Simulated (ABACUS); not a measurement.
MgO: single point with rSCAN

**The experiment to reproduce.**

From “Electronic structure of alkaline earth and post-transition metal oxides”, 2009, arxiv:0908.1581, for a bulk crystal of MgO: band gap 7.83 eV.

MgO:

```xyz
2
Lattice="0.0000 2.0970 2.0970 2.0970 0.0000 2.0970 2.0970 2.0970 0.0000" Properties=species:S:1:pos:R:3 pbc="T T T"
Mg    0.0000    0.0000    0.0000
O     2.0970    2.0970    2.0970
```

The cell is a database's computed one.

```json
{
 "Program": "ABACUS 3.10.1",
 "Task": "single point",
 "Functional": "rSCAN",
 "Potentials or basis": "SG15 ONCV 1.2 PBE",
 "Cutoff": "1320 eV",
 "Density cutoff": "5279 eV",
 "Basis": "plane waves",
 "k mesh": "7 × 7 × 7",
 "Occupations": "fermi-dirac, width 0.05 eV",
 "Spin": "no spin polarisation",
 "Radial cutoff of the potentials (pseudo_rcut)": "10 bohr",
 "SCF threshold on the density": "1e-08",
 "Max SCF steps": "100",
 "Eigensolver": "dav",
 "Mixing": "broyden",
 "Mixing share": "0.7",
 "Symmetry key": "1",
 "Bands": "18"
}
```

- Pressure: 0.5 GPa
- Band gap on the k mesh: 5.64 eV, direct

Levels at points of the mesh, in eV from the valence-band top:
```tsv
k point	band 4	band 5	band 6	band 7	band 8	band 9	band 10	band 11	band 12	band 13
(0.00, 0.00, 0.00)	-39.99	-18.37	0.00	0.00	0.00	5.64	16.94	16.94	16.94	21.05
```

It took 11 s on 4 MPI ranks on Intel(R) Xeon(R) Platinum 8375C CPU @ 2.90GHz (Ice Lake), on a shared host, peak memory 0.28 GiB a rank.

Measured gap of MgO: 7.83 eV (quoted in “Electronic structure of alkaline earth and post-transition metal oxides”, 2009, arxiv:0908.1581). This calculation gives 5.64 eV (-2.19 eV). The value is that of rSCAN, without temperature or zero-point motion. The cell is a database's relaxed one, not the measured one, which moves gaps too.

Caveat: the potentials were made for another functional, which shifts forces and pressure.
